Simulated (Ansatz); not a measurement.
# Rock-salt NaBr

The numbers are results of PBEsol (PAW; Ansatz, a quantum-chemistry and plane-wave program), not measurements.

Numerical settings: plane-wave cutoff 500 eV, 6×6×1 k mesh (along the axes of the cell as run), gaussian smearing 0.02 eV, scalar-relativistic PAW data made under PBE.

Cell: relaxed at this level.

| Quantity | Value |
|---|---|
| surface energy of the (100) face | 0.14 J/m² |
| ionisation potential of the slab | 6.36 eV |

The slab of 12 atoms is relaxed and unreconstructed.

Computed values are for the static lattice.
